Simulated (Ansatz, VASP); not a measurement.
RbBr: VASP beside Ansatz

Contents of INCAR:

```
SYSTEM = RbBr
ALGO = Normal
EDIFF = 1E-6
ENCUT = 520
GGA = PE
ISIF = 2
ISMEAR = 0
LASPH = .True.
LCHARG = .True.
LELF = .True.
LREAL = .False.
LVHAR = .True.
LWAVE = .False.
NBANDS = 15
NELM = 60
PREC = Accurate
SIGMA = 0.05
```

Contents of KPOINTS:

```
k-points
0
Gamma
  6 6 6
  0 0 0
```

Contents of POSCAR:

```
RbBr
1.0
    4.4561634840      0.0000000000      0.0000000000
    0.0000000000      4.4561634840      0.0000000000
    0.0000000000      0.0000000000      4.4561634840
Rb Br
1 1
Direct
    0.0000000000      0.0000000000      0.0000000000
    0.5000000000      0.5000000000      0.5000000000
```

Input for Ansatz:

```yaml
crystal:
  lattice:
    - [4.456163484, 0.0, 0.0]
    - [0.0, 4.456163484, 0.0]
    - [0.0, 0.0, 4.456163484]
  atoms:
    - { symbol: Rb, position: [0.0, 0.0, 0.0] }
    - { symbol: Br, position: [0.5, 0.5, 0.5] }
basis:
  ecutwfc: 420
kpoints:
  mp_grid: { grid: [6, 6, 6] }
hamiltonian:
  xc: pbe
scf:
  occupations: { method: gaussian, width: 0.05 }
output:
  forces: true
  stress: true
  eigenvalues: true
```

Change from the starting cell: strain +0.080 along x and y, +0.080 along z, atoms carried along.

Alike in both runs: task single point; functional PBE; k mesh 6 × 6 × 6; occupations gaussian, width 0.05 eV; no spin polarisation.

|  | VASP | Ansatz |
| --- | --- | --- |
| version | VASP 6.6.1 | Ansatz 0.2.0 |
| potentials or method | VASP PAW PBE potentials, release 64 (Rb_sv, Br) | scalar-relativistic, plane waves, PAW |
| plane-wave cutoff (eV) | 520 | 420 |
| valence electrons in the cell | 16 | 16 |

|  | VASP | Ansatz | Ansatz less VASP |
| --- | --- | --- | --- |
| gap on the k mesh at the Fermi level (eV) | 3.43 | 3.43 | 0.000 |
| least direct gap on the mesh (eV) | 3.56 | 3.56 | 0.000 |
| pressure (GPa) | -1.6 | -1.6 | -0.01 |

A k mesh can miss the band edges.
